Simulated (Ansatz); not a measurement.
**Straining TaN**

Computed with Ansatz, DFT PBEsol, scalar-relativistic, plane waves, PAW. Run with 420 eV cutoff, 12×12×12 k-mesh, Gaussian smearing of 0.10 eV, no spin polarisation.

Starting point, cell and atoms relaxed:

```yaml
crystal:
  lattice:
    - [5.17892, 0.00000, 0.00000]
    - [-2.58946, 4.48508, 0.00000]
    - [0.00000, 0.00000, 2.89600]
  atoms:
    - { symbol: Ta, position: [0.33333, 0.66667, 0.50000] }
    - { symbol: Ta, position: [0.66667, 0.33333, 0.50000] }
    - { symbol: Ta, position: [0.00000, 0.00000, 0.00000] }
    - { symbol: N, position: [0.39337, 0.00000, 0.00000] }
    - { symbol: N, position: [0.60663, 0.60663, 0.00000] }
    - { symbol: N, position: [0.00000, 0.39337, 0.00000] }
```

Deformation: c alone is stretched, the rest of the cell is held and the atoms relax, all within the symmetry that the strain leaves. Energies are extrapolated to zero smearing.

Spin–orbit coupling is left out, which can shift energies with elements as heavy as these.

```tsv
strain (%)	ΔE (meV/atom)	a (Å)	b (Å)	c (Å)
-3.0	23.5	5.179	5.179	2.809
-2.0	10.2	5.179	5.179	2.838
-1.0	2.5	5.179	5.179	2.867
+0.0	0.0	5.179	5.179	2.896
+1.0	2.3	5.179	5.179	2.925
+2.0	9.2	5.179	5.179	2.954
+3.0	20.3	5.179	5.179	2.983
```

Q: What stiffness (1/V) d²E/dε² at zero strain does a cubic fit over all points give?

A: A cubic fit gives (1/V) d²E/dε² = 696 GPa at zero strain (the elastic constant along c at held a and b).